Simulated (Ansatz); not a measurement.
# Hf (P6_3/mmc) in Ansatz: notebook

One crystal, Hf, is run at these levels: LDA; tasks: single point, equation of state.

All numbers are computed with Ansatz 0.2.0; they aren't measurements. Logs are shortened: lines on timing, memory, paths and dates and some standing lists are left out, and cuts for length are marked.

## Step 1: Starting point

Symmetry: P6_3/mmc, No. 194, hexagonal system. Conventional cell: a = 3.197 Å, b = 3.197 Å, c = 5.058 Å, α = 90.00°, β = 90.00°, γ = 120.00°. Hf (site symmetry -6m2) has 12 Hf at 3.13 to 3.20 Å as nearest neighbours.

## Step 2: Single point, LDA, 21.04 Å³/atom (volume scaled by 0.94)

input.yaml reads:

```yaml
crystal:
  lattice:
    - [3.1314429137, 0.0, 0.0]
    - [-1.5657214569, 2.7119091138, 0.0]
    - [0.0, 0.0, 4.9545506207]
  atoms:
    - { symbol: Hf, position: [0.6666666667, 0.3333333333, 0.75] }
    - { symbol: Hf, position: [0.3333333333, 0.6666666667, 0.25] }
kpoints:
  mp_grid: { grid: [10, 10, 5] }
scf:
  occupations: { method: fermi_dirac, width: 0.05 }
hamiltonian:
  xc: lda
  pseudopotentials: { kind: all_electron, lapw: { basis_error: 0.001 } }
output:
  forces: true
  stress: true
  eigenvalues: true
```

Potentials or basis: all-electron LAPW, scalar-relativistic.

The run is started by

```sh
$ ansatz run input.yaml --threads 1 --pin off --max-ram 3072MiB --backend cpu --events-out ev --progress --plain --runs-dir out
```

Output:

```text
Warning: RAYON_NUM_THREADS=1 ignored (pool sized by the plan → 1); use --threads N
LAPW: plane waves up to 7.680 Å⁻¹, error target 1.0e-3 eV per atom; small_component_spin mean_spin; Hf in spheres of 1.533 Å, 36 of its electrons in bands, Dirac shells [] (how accurate: hamiltonian.pseudopotentials.lapw.basis_error, Limitations)
Engine: ansatz 0.2.0, aarch64-unknown-linux-gnu
Pseudopotentials: kind: all_electron
Pseudopotential: Hf, LAPW, valence charge 36, lapw/all_electron/scalar/gaussian/Hf, Koelling and Harmon's equation, gaussian nucleus
Functional definition: SPW92
  exchange = slater_x
  correlation = pw_c
Crystal: 2 atoms, lattice volume = 42.075 Å³
Basis set: ecut = 224.69544384537713 eV, 313 PW (Γ), exchange–correlation at level 2
Bands: 44, of which v1, the nominal top of the filled ones, is band 36 counted from 1 (35 counted from 0)
Symmetry: 24 space group operations
Space group: P63/mmc (ITA 194), of the structure as read, at distance tolerance 3.5e-5 Å
k-points: 42 of 500
Non-local potential: Hf, projectors of the file, none
Initial density: superposition of atomic densities (chi_scale 0.1, normalization cell)
Initial wavefunctions: plane waves of lowest kinetic energy (no species holds an atomic orbital)
Functional: x = slater, c = lda
iter 1 solved again at ethr=2.57e-4 eV; its pass at ethr=1.00e-1 eV (dr2=1.85e-1 eV) is discarded
SCF iter   1: F=—  HF=-820012.090261 eV  |F-HF|=—  |Δ(HF+E_count)|=         —  Δρ=2.26e-2  dr2=1.86e-1  ethr=2.57e-4  ⟨swp⟩=2.6  Hψ=11474  notcnv=0
preconditioner: auto → Kerker (q_TF=auto, 2.984 Å⁻¹)  [metal: Δε(μ)=0.049 eV  Ē_g=18.020 eV  σ=0.050 eV  W_gap=0.23  n_scr=22 (ndim 8)  ℏωp=39.7 eV  f_vac=0.000  D(μ)=1.02/eV (n_scr^D=2)]
SCF iter   2: F=—  HF=-820011.902520 eV  |F-HF|=—  |Δ(HF+E_count)|=   1.88e-1  Δρ=1.37e-2  dr2=7.86e-2  ethr=2.57e-4  ⟨swp⟩=2.0  Hψ=5837  notcnv=0
SCF iter   3: F=—  HF=-820011.862997 eV  |F-HF|=—  |Δ(HF+E_count)|=   3.95e-2  Δρ=1.03e-2  dr2=4.60e-2  ethr=1.09e-4  ⟨swp⟩=2.0  Hψ=5517  notcnv=0
SCF iter   4: F=—  HF=-820011.846043 eV  |F-HF|=—  |Δ(HF+E_count)|=   1.70e-2  Δρ=5.22e-3  dr2=1.33e-2  ethr=6.39e-5  ⟨swp⟩=2.0  Hψ=5327  notcnv=0
iter 5 solved again at ethr=7.65e-7 eV; its pass at ethr=1.85e-5 eV (dr2=5.51e-4 eV) is discarded
SCF iter   5: F=—  HF=-820011.844763 eV  |F-HF|=—  |Δ(HF+E_count)|=         —  Δρ=1.03e-3  dr2=5.51e-4  ethr=7.65e-7  ⟨swp⟩=2.0  Hψ=9281  notcnv=0
the basis was enlarged: its passes take 88.3 KiB over the memory plan, 1 of 1 planned eigensolver slots
SCF iter   6: F=—  HF=-820011.844780 eV  |F-HF|=—  |Δ(HF+E_count)|=   1.66e-5  Δρ=3.51e-4  dr2=5.77e-5  ethr=7.65e-7  ⟨swp⟩=2.0  Hψ=5522  notcnv=0
SCF iter   7: F=—  HF=-820011.844778 eV  |F-HF|=—  |Δ(HF+E_count)|=   1.92e-6  Δρ=8.99e-5  dr2=4.75e-6  ethr=8.02e-8  ⟨swp⟩=2.0  Hψ=5522  notcnv=0
SCF iter   8: F=—  HF=-820011.844777 eV  |F-HF|=—  |Δ(HF+E_count)|=   6.06e-7  Δρ=2.25e-5  dr2=2.43e-7  ethr=6.60e-9  ⟨swp⟩=2.0  Hψ=5522  notcnv=0
SCF iter   9: F=-820011.844777 eV  HF=-820011.844777 eV  |F-HF|=3.73e-9  |Δ(HF+E_count)|=   4.55e-8  Δρ=5.78e-6  dr2=1.42e-8  ethr=3.38e-10  ⟨swp⟩=2.0  Hψ=5524  notcnv=0
SCF 1 converged in 9 iterations: F = -820011.844777 eV  dr2 = 1.42e-8
SCF converged after 9 iterations
Free energy (F): -820011.844777 eV
Harris-Foulkes:  -820011.844777 eV  (|F-HF|=3.73e-9)
Internal energy: -820011.836416 eV  (E = F + TS)
E sigma→0 (E₀):  -820011.840596 eV
Entropy (-TS):   -0.008361 eV (-4.181 meV/atom)
Fermi energy:    21.255573 eV
--- Per-component energies (eV) ---
  E_band       = -3441.096836
  E_kinetic    = 912174.267143
  E_xc         = -16338.602228
  E_electrostatic = -1715847.501331  (all electrons and nuclei)
  E_smearing   = -0.008361  (= −TS)
  E_closure    = 0.000000  (closes the sum)
  E_atoms      = -819995.551915  (free atoms, spherical and without spin; not in F)
  Σ components = -820011.844777   (vs F -820011.844777, Δ=0.00e0)
  Basis errors (estimates in eV, not in F): energy 2.4e-4 per atom: plane waves 2.0e-4 (1.0e-4 summed), levels above the bands 2.5e-74, relativity 7.5e-9, radial functions 4.2e-5, core shells 3.5e-7; eigenvalues (radial functions only) 8.8e-7; not estimated: angular momenta, meshes, grids; target (lapw.basis_error) 1.0e-3; muffin-tin radii Hf 1.533 Å
--- Forces (eV/Å), atoms counted from 1 ---
  atom   1  Hf    -0.00000000     0.00000000     0.00000000
  atom   2  Hf     0.00000000    -0.00000000     0.00000000
  max |Σ_I F_I| component: 3.70e-17 eV/Å
--- Stress (GPa, compression-positive) ---
       -1.303993       0.000000       0.000000
        0.000000      -1.303993       0.000000
        0.000000       0.000000      -1.445175
  P = ⅓ Tr σ = -1.3511 GPa (-13.511 kbar)
--- Band table (eV; the first three rows and the last of 42) ---
  k-point 0: bands = ["-179.5267", "-179.5267", "-179.5267", "-179.5267", "-179.5234", "-179.5234", "-179.4964", "-179.4964", "-179.4964", "-179.4964", "-40.4801", "-40.3853", "-9.7549", "-8.8424", "-8.8424", "-8.6854", "-8.6854", "-8.6826", "9.5133", "9.5504", "9.5550", "9.5550", "9.5574", "9.5574", "9.5590", "9.5702", "9.5702", "9.5800", "9.6029", "9.6029", "9.6494", "9.6537", "13.7311", "17.3673", "22.2811", "22.3974", "22.3974", "22.7009", "23.2785", "23.2785", "23.9494", "23.9494", "26.8628", "26.8628"]
  k-point 1: bands = ["-179.5267", "-179.5267", "-179.5267", "-179.5267", "-179.5234", "-179.5234", "-179.4964", "-179.4964", "-179.4964", "-179.4964", "-40.4711", "-40.3944", "-9.6597", "-8.8276", "-8.8276", "-8.7931", "-8.7006", "-8.7006", "9.5145", "9.5397", "9.5397", "9.5501", "9.5560", "9.5583", "9.5583", "9.5790", "9.5790", "9.5812", "9.6095", "9.6095", "9.6498", "9.6533", "14.1229", "17.2061", "21.7311", "22.2225", "22.2225", "22.3806", "22.9799", "22.9799", "24.5441", "24.5441", "26.9841", "26.9841"]
  k-point 2: bands = ["-179.5267", "-179.5267", "-179.5267", "-179.5267", "-179.5234", "-179.5234", "-179.4964", "-179.4964", "-179.4964", "-179.4964", "-40.4475", "-40.4182", "-9.4039", "-9.0734", "-8.7886", "-8.7886", "-8.7401", "-8.7401", "9.5208", "9.5340", "9.5345", "9.5345", "9.5419", "9.5419", "9.5677", "9.5776", "9.6002", "9.6002", "9.6116", "9.6116", "9.6509", "9.6522", "15.1709", "16.4381", "21.2786", "21.6908", "22.1668", "22.1668", "22.4641", "22.4641", "25.7155", "25.7155", "26.7235", "26.7235"]
  k-point 41: bands = ["-179.5267", "-179.5267", "-179.5267", "-179.5267", "-179.5234", "-179.5234", "-179.4964", "-179.4964", "-179.4964", "-179.4964", "-40.3814", "-40.3777", "-9.5131", "-9.4989", "-9.2713", "-9.1743", "-8.8834", "-8.8534", "9.5416", "9.5503", "9.5537", "9.5588", "9.5619", "9.5649", "9.5750", "9.5778", "9.5790", "9.5807", "9.5817", "9.5888", "9.6270", "9.6273", "19.0382", "19.0698", "19.9797", "20.0997", "21.0701", "21.3202", "23.4294", "24.3291", "26.6393", "27.0193", "29.3459", "29.7223"]
```

Wall time 18 s (1 thread of Arm Neoverse V2, shared host); peak memory 0.33 GiB.

Results:

| Property | Result |
| --- | --- |
| Free energy | -820011.8448 eV |
| Pressure | -1.4 GPa |
| Band gap on the k mesh | none (metal or under the smearing width) |

## Step 3: Single point, LDA, 21.49 Å³/atom (volume scaled by 0.96)

Edit input.yaml of step 2 so:

```diff
@@ -2,5 +2,5 @@
   lattice:
-    - [3.1314429137, 0.0, 0.0]
-    - [-1.5657214569, 2.7119091138, 0.0]
-    - [0.0, 0.0, 4.9545506207]
+    - [3.1534960552, 0.0, 0.0]
+    - [-1.5767480276, 2.7310076946, 0.0]
+    - [0.0, 0.0, 4.9894429718]
   atoms:
```

Potentials or basis: all-electron LAPW, scalar-relativistic.

The run is started by

```sh
$ ansatz run input.yaml --threads 1 --pin off --max-ram 3072MiB --backend cpu --events-out ev --progress --plain --runs-dir out
```

It took 18 s on 1 thread of Arm Neoverse V2, shared host; peak memory 0.33 GiB.

The run converged. Its results:

- Free energy: -820011.8305 eV
- Pressure: -3.7 GPa
- Band gap on the k mesh: none (metal or under the smearing width)

## Step 4: Single point, LDA, 21.93 Å³/atom (volume scaled by 0.98)

Edit input.yaml of step 3 so:

```diff
@@ -2,5 +2,5 @@
   lattice:
-    - [3.1534960552, 0.0, 0.0]
-    - [-1.5767480276, 2.7310076946, 0.0]
-    - [0.0, 0.0, 4.9894429718]
+    - [3.1752449911, 0.0, 0.0]
+    - [-1.5876224956, 2.7498428256, 0.0]
+    - [0.0, 0.0, 5.0238540107]
   atoms:
```

The run is started by

```sh
$ ansatz run input.yaml --threads 1 --pin off --max-ram 3072MiB --backend cpu --events-out ev --progress --plain --runs-dir out
```

Run time: 18 s. Hardware: 1 thread of Arm Neoverse V2, shared host; peak memory 0.33 GiB.

The run converged. Its results:

* Free energy: -820011.8037 eV
* Pressure: -5.8 GPa
* Band gap on the k mesh: none (metal or under the smearing width)

## Step 5: Single point, LDA, 22.38 Å³/atom

Edit input.yaml of step 4 so:

```diff
@@ -2,5 +2,5 @@
   lattice:
-    - [3.1752449911, 0.0, 0.0]
-    - [-1.5876224956, 2.7498428256, 0.0]
-    - [0.0, 0.0, 5.0238540107]
+    - [3.1967, 0.0, 0.0]
+    - [-1.59835, 2.7684234083, 0.0]
+    - [0.0, 0.0, 5.0578]
   atoms:
```

The run is started by

```sh
$ ansatz run input.yaml --threads 1 --pin off --max-ram 3072MiB --backend cpu --events-out ev --progress --plain --runs-dir out
```

Wall time 17 s (1 thread of Arm Neoverse V2, shared host); peak memory 0.33 GiB.

It converged, with:

```yaml
Free_energy: -820011.7656 eV
Pressure: -7.8 GPa
Band_gap_on_the_k_mesh: none (metal or under the smearing width)
```

## Step 6: Single point, LDA, 22.83 Å³/atom (volume scaled by 1.02)

Edit input.yaml of step 5 so:

```diff
@@ -2,5 +2,5 @@
   lattice:
-    - [3.1967, 0.0, 0.0]
-    - [-1.59835, 2.7684234083, 0.0]
-    - [0.0, 0.0, 5.0578]
+    - [3.2178708157, 0.0, 0.0]
+    - [-1.6089354078, 2.7867578725, 0.0]
+    - [0.0, 0.0, 5.0912963404]
   atoms:
```

Potentials or basis: all-electron LAPW, scalar-relativistic.

The run is started by

```sh
$ ansatz run input.yaml --threads 1 --pin off --max-ram 3072MiB --backend cpu --events-out ev --progress --plain --runs-dir out
```

Wall time 18 s (1 thread of Arm Neoverse V2, shared host); peak memory 0.33 GiB.

The run converged. Its results:

```yaml
Free_energy: -820011.7171 eV
Pressure: -9.5 GPa
Band_gap_on_the_k_mesh: none (metal or under the smearing width)
```

## Step 7: Single point, LDA, 23.28 Å³/atom (volume scaled by 1.04)

Edit input.yaml of step 6 so:

```diff
@@ -2,5 +2,5 @@
   lattice:
-    - [3.2178708157, 0.0, 0.0]
-    - [-1.6089354078, 2.7867578725, 0.0]
-    - [0.0, 0.0, 5.0912963404]
+    - [3.2387666662, 0.0, 0.0]
+    - [-1.6193833331, 2.8048542099, 0.0]
+    - [0.0, 0.0, 5.1243576326]
   atoms:
```

The run is started by

```sh
$ ansatz run input.yaml --threads 1 --pin off --max-ram 3072MiB --backend cpu --events-out ev --progress --plain --runs-dir out
```

Wall time 17 s (1 thread of Arm Neoverse V2, shared host); peak memory 0.32 GiB.

The run converged. Its results:

| Quantity | Value |
| --- | --- |
| Free energy | -820011.6592 eV |
| Pressure | -11.2 GPa |
| Band gap on the k mesh | none (metal or under the smearing width) |

## Step 8: Single point, LDA, 23.72 Å³/atom (volume scaled by 1.06)

Edit input.yaml of step 7 so:

```diff
@@ -2,5 +2,5 @@
   lattice:
-    - [3.2387666662, 0.0, 0.0]
-    - [-1.6193833331, 2.8048542099, 0.0]
-    - [0.0, 0.0, 5.1243576326]
+    - [3.2593963094, 0.0, 0.0]
+    - [-1.6296981547, 2.822720005, 0.0]
+    - [0.0, 0.0, 5.1569977332]
   atoms:
```

The run is started by

```sh
$ ansatz run input.yaml --threads 1 --pin off --max-ram 3072MiB --backend cpu --events-out ev --progress --plain --runs-dir out
```

Run time: 17 s. Hardware: 1 thread of Arm Neoverse V2, shared host; peak memory 0.32 GiB.

It converged, with:

```
Free energy            : -820011.5927 eV
Pressure               : -12.6 GPa
Band gap on the k mesh : none (metal or under the smearing width)
```

## Step 9: Equation of state, LDA

Potentials or basis: all-electron LAPW, scalar-relativistic.

No new run: the results of the series are fitted here.

What came out:

* Equilibrium volume: 20.80 Å³/atom (rough: see the caveat)
* Bulk modulus at fixed shape and positions: 121 GPa (rough)

Energy against volume, from the lowest point:
```csv
volume (Å³/atom),energy (meV/atom)
21.037,0.00
21.485,7.12
21.933,20.51
22.380,39.59
22.828,63.85
23.276,92.80
23.723,126.03
```

Caveat: the minimum lies outside the volumes run; the cell was scaled at fixed shape and fractional positions, which overstates the stiffness of a crystal with free parameters, most of all of layers and chains.
